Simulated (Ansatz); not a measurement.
## Nd: single point with PBE

The system is Nd.

```
CELL_PARAMETERS angstrom
3.65700 0.00000 0.00000
-1.82850 3.16705 0.00000
0.00000 0.00000 5.90200
ATOMIC_POSITIONS crystal
Nd 0.66667 0.33333 0.75000
Nd 0.33333 0.66667 0.25000
```

This isn't the form of Nd at room conditions, which is double hcp.

```json
{
  "Program": "Ansatz 0.2.0",
  "Task": "single point",
  "Functional": "PBE",
  "Potentials or basis": "Ansatz PAW",
  "Cutoff": "420 eV (not typed: the program's choice for these potentials)",
  "k mesh": "8 × 8 × 5",
  "Occupations": "fermi-dirac, width 0.05 eV",
  "Spin": "collinear spin, ferromagnetic start",
  "Starting moments": "[4.5, 4.5] μB"
}
```

```json
{
 "Pressure": "0.8 GPa",
 "Band gap on the k mesh": "none (metal or under the smearing width)",
 "Net moment": "8.01 μB per cell",
 "Absolute moment": "8.01 μB per cell",
 "Site moments": "Nd +3.71 μB"
}
```

Levels at points of the mesh, in eV from the Fermi level:
Spin up:
```tsv
k point	band 15	band 16	band 17	band 18	band 19	band 20	band 21	band 22
(0.00, 0.00, 0.00)	-0.46	-0.38	-0.26	-0.06	0.39	0.39	0.39	0.44
(0.00, -0.50, 0.00)	-0.49	-0.48	-0.44	0.08	0.08	0.34	0.44	0.45
```
Spin down:
```csv
k point,band 7,band 8,band 9,band 10,band 11,band 12,band 13,band 14
"(0.00, 0.00, 0.00)",-16.74,-16.73,-3.23,-1.18,1.53,1.76,1.79,1.80
"(0.00, -0.50, 0.00)",-17.05,-16.89,-0.92,-0.60,-0.57,1.54,1.70,1.72
```

Wall time 43 s on 2 threads of Arm Neoverse V2, on a shared host, peak memory 0.47 GiB.

Caveat: the magnetic or orbital state may not be the lowest; spin-orbit coupling is left out, which moves the levels of the heavy elements. The state reached can hang on the start; a lower one may exist.
